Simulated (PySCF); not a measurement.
C6H7N: calculation and literature

Numbering as in the mapped SMILES `[NH2:1][c:2]1[cH:3][cH:4][cH:5][cH:6][cH:7]1`; H(Xn) means a hydrogen on atom n.

Published estimates (parent shift plus substituent increments) and measurements: δ 1H H(C4)/H(C6) 6.98; H(C3)/H(C7) 6.54; H(C5) 6.53 ppm (measured; solution, diethyl ether, 325 K; Shapiro, Mohrmann, J. Phys. Chem. Ref. Data 1977, 6, 919).
δ 1H H(C4)/H(C6) 6.99; H(C5) 6.60; H(C3)/H(C7) 6.48 ppm (measured; solution, n-hexane, 325 K; Shapiro, Mohrmann, J. Phys. Chem. Ref. Data 1977, 6, 919).
δ 13C C2 146.5; C4/C6 129.4; C5 118.7; C3/C7 115.2 ppm (estimated from measurements, as parent shift plus tabulated substituent increment; solution, CCl4; Levy, Lichter, Nelson pp. 111-112; Breitmaier, Voelter pp. 256-258, as tabulated by Wired Chemist).
δ 1H H(C4)/H(C6) 7.01; H(C5) 6.62; H(C3)/H(C7) 6.46 ppm (measured; solution, CCl4, 309 K; Shapiro, Mohrmann, J. Phys. Chem. Ref. Data 1977, 6, 919).

Calculated, not measured (PySCF 2.14.0 with density-fitted response routines): GFN2-xTB geometry, shieldings: GIAO PBE0/pcSseg-1. Gas phase, averaged over atoms made equivalent by symmetry, fast rotation or ring inversion, non-relativistic Hamiltonian, one computed conformer.

Problem. Set the calculated values beside the experiment.

Solution. 
Reference values: measured (solution, diethyl ether, 325 K; Shapiro, Mohrmann, J. Phys. Chem. Ref. Data 1977, 6, 919).
```json
{"atoms": "H(C4)/H(C6)", "quantity": "δ 1H", "reference": "6.98", "computed": "7.41", "computed, scaled": "7.08"}
{"atoms": "H(C3)/H(C7)", "quantity": "δ 1H", "reference": "6.54", "computed": "6.72", "computed, scaled": "6.43"}
{"atoms": "H(C5)", "quantity": "δ 1H", "reference": "6.53", "computed": "6.85", "computed, scaled": "6.55"}
```

Reference values: measured (solution, n-hexane, 325 K; Shapiro, Mohrmann, J. Phys. Chem. Ref. Data 1977, 6, 919).
```tsv
atoms	quantity	reference	computed	computed, scaled
H(C4)/H(C6)	δ 1H	6.99	7.41	7.08
H(C5)	δ 1H	6.60	6.85	6.55
H(C3)/H(C7)	δ 1H	6.48	6.72	6.43
```

Reference values: estimated from measurements, as parent shift plus tabulated substituent increment (solution, CCl4; Levy, Lichter, Nelson pp. 111-112; Breitmaier, Voelter pp. 256-258, as tabulated by Wired Chemist).
```csv
atoms,quantity,reference,computed,"computed, scaled"
C2,δ 13C,146.5,152.2,146.1
C4/C6,δ 13C,129.4,135.1,129.5
C5,δ 13C,118.7,121.7,116.4
C3/C7,δ 13C,115.2,116.6,111.5
```

Reference values: measured (solution, CCl4, 309 K; Shapiro, Mohrmann, J. Phys. Chem. Ref. Data 1977, 6, 919).
```json
{"atoms": "H(C4)/H(C6)", "quantity": "δ 1H", "reference": "7.01", "computed": "7.41", "computed, scaled": "7.08"}
{"atoms": "H(C5)", "quantity": "δ 1H", "reference": "6.62", "computed": "6.85", "computed, scaled": "6.55"}
{"atoms": "H(C3)/H(C7)", "quantity": "δ 1H", "reference": "6.46", "computed": "6.72", "computed, scaled": "6.43"}
```

Computed shifts are σ(ref) − σ with the named reference compound (TMS for H and C) calculated as an isolated molecule at the same level. The measured values may be among those fitted. Shieldings were converted by linear fits to measured shifts (mostly CDCl3, TMS scale, for H and C): 1H (scatter 0.17 ppm rms, 0.18 ppm with the 4 outliers that the fit left out); 13C (scatter 2.1 ppm rms, 2.3 ppm with the 13 outliers that the fit left out). Occasional misses reach two or three times the rms, and more in compound classes unlike the fitted ones. H not on carbon is unscaled (vs computed TMS).

Problem. How far are the unscaled 1H shifts from the references?

Solution. Mean signed difference +0.30 ppm, mean absolute 0.30 ppm over 9 comparisons; the largest is +0.43 ppm at H(C4)/H(C6) (hydrogen on an aromatic CH).

Problem. How far are the unscaled 13C shifts from the references?

Solution. Mean signed difference +3.95 ppm, mean absolute 3.95 ppm over 4 comparisons; the largest is +5.7 ppm at C2 (aromatic carbon bearing nitrogen).

13 of the 42 published NMR values on file for this molecule are compared. The rest: values from further sources.
